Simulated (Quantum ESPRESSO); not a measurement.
**Zr in Quantum ESPRESSO: convergence with k mesh**

Crystal: Zr.

```xyz
2
Lattice="3.2320 0.0000 0.0000 -1.6160 2.7990 0.0000 0.0000 0.0000 5.1470" Properties=species:S:1:pos:R:3 pbc="T T T"
Zr    1.6361    0.9136    3.8525
Zr   -0.0093    1.8656    1.2813
```

The cell isn't the ideal one: atoms moved at random, drawn with an rms of 0.02 Å.

| Quantity | Value |
| --- | --- |
| Program | Quantum ESPRESSO 7.5 |
| Task | single point |
| Functional | PBE |
| Potentials or basis | SPMS 1.0 PBE |
| Cutoff | 803 eV |
| Density cutoff | 3211 eV |
| k mesh | 1 × 1 × 1 |
| Occupations | cold, width 0.05 eV |
| Spin | no spin polarisation |

These are the settings of the first run; the series varies k mesh, with any setting tied to it.

Hardware: 1 thread of Arm Neoverse V2 (shared host).

```csv
k mesh,"energy less the tightest run, at zero smearing (meV/atom)",pressure (GPa),largest force (eV/Å),SCF cycles,CPU time (s),peak memory (GiB)
1 × 1 × 1,1362.93,42.10,0.826,33,2.1,0.05
3 × 3 × 2,-47.11,-0.02,0.049,11,5.7,0.05
4 × 4 × 2,34.68,1.37,0.049,10,11,0.05
5 × 5 × 3,1.09,0.94,0.049,10,20,0.06
7 × 7 × 4,2.24,0.76,0.008,9,47,0.11
8 × 8 × 4,-7.59,1.00,0.048,9,63,0.13
9 × 9 × 5,-3.18,0.80,0.034,10,100,0.18
11 × 11 × 6,-1.87,0.59,0.044,10,190,0.29
13 × 13 × 7,0.00,0.71,0.019,10,310,0.45
```

Not settled before the last step: the energy (to 1 meV/atom), the pressure (to 0.1 GPa), the largest force (to 0.005 eV/Å). Meshes of other sizes hit other points, so gaps and Fermi surfaces needn't settle smoothly. The tightest run that finished is the yardstick and may itself not be fully converged.
